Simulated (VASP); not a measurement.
Set up this calculation in VASP 6.6.1, as the native input.

| Item | Value |
| --- | --- |
| Task | single point |
| Functional | PBE |
| Potentials or basis | VASP PAW PBE potentials, release 64 (Ge_d) |
| Cutoff | 520 eV |
| k mesh | 12 × 12 × 4 |
| Occupations | gaussian, width 0.1 eV |
| Spin | no spin polarisation |
| Dipole correction | no |
| Further INCAR settings | ALGO = Fast; EDIFF = 1e-07; NBANDS = 66 |

The structure of Ge lies in POSCAR:

```
Ge
1.0
    4.0658732075      0.0000000000      0.0000000000
   -2.0329366038      3.5211494863      0.0000000000
    0.0000000000      0.0000000000     13.3363335899
Ge
8
Direct
    0.0000000000      0.0000000000      0.4067747622
    0.0000000000      0.0000000000      0.5932252378
    0.0000000000      0.0000000000      0.9067747622
    0.0000000000      0.0000000000      0.0932252378
    0.3333333333      0.6666666667      0.3442031333
    0.6666666667      0.3333333333      0.6557968667
    0.6666666667      0.3333333333      0.8442031333
    0.3333333333      0.6666666667      0.1557968667
```

This isn't the form of Ge at room conditions, which is diamond.

One way to write it, as run:

INCAR

```
PREC     = Accurate       # precision mode
ENCUT    = 520            # plane-wave cutoff, eV
EDIFF    = 1E-7           # SCF threshold, eV
ISMEAR   = 0              # smearing method
SIGMA    = 0.1            # smearing width, eV
LREAL    = F              # projectors in reciprocal space
LASPH    = T              # aspherical terms in the spheres
NELM     = 60             # most SCF steps
ALGO     = Fast           # electronic algorithm
ISIF     = 2              # what is computed and relaxed
LWAVE    = F              # write WAVECAR
LCHARG   = T              # write CHGCAR
GGA      = PE             # functional
LELF     = T              # ELF
LVHAR    = T            
NBANDS   = 66             # bands
```

KPOINTS

```
regular mesh
0
Gamma
  12 12 4
```

Potentials or basis: VASP PAW PBE potentials, release 64 (Ge_d).

Launch:

```sh
$ cat potpaw_PBE.64/Ge_d/POTCAR > POTCAR
$ mpirun -np 1 vasp_std > vasp.out
```

It gave:

The pressure is 0.0 GPa, the largest force is 0.004 eV/Å and the band gap on the k mesh is none (metal or under the smearing width).

Run time: 8.4 min on 1 thread of Intel(R) Xeon(R) 6975P-C (Granite Rapids), with other jobs on the host, peak memory 0.6 GiB.
